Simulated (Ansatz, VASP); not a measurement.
## One calculation of Ge, two programs

```
CELL_PARAMETERS angstrom
4.06296 0.00000 0.00000
-2.03147 3.51862 0.00000
0.00000 0.00000 3.30425
ATOMIC_POSITIONS crystal
Ge 0.66667 0.33333 0.14086
Ge 0.33333 0.66667 0.85914
```

The cell was built by a generator and needn't be a form met in nature.

Alike in both runs: task single point; functional PBE; k mesh 8 × 8 × 8; occupations fermi-dirac, width 0.05 eV; no spin polarisation.

|  | VASP | Ansatz |
| --- | --- | --- |
| version | VASP 6.6.1 | Ansatz 0.2.0 |
| potentials or method | VASP PAW PBE potentials, release 64 (Ge_d) | Ansatz PAW |
| plane-wave cutoff (eV) | 520 | 420 |
| valence electrons in the cell | 28 | 28 |

Ansatz gave:

* gap on the k mesh at the Fermi level (eV): none
* pressure (GPa): -0.6
* largest component of the traceless stress (GPa): 2.93
* rms of the force components (eV/Å): 0.040

Question: Which values does VASP return?

Answer: gap on the k mesh at the Fermi level (eV): none; pressure (GPa): -0.6; largest component of the traceless stress (GPa): 2.91; rms of the force components (eV/Å): 0.040.

Atom by atom the forces differ by 0.000 eV/Å (rms over components). A gap of «none» marks a metal or a gap that the smearing closes. The functional is the same, so the differences come from potentials, cutoffs and numerics.
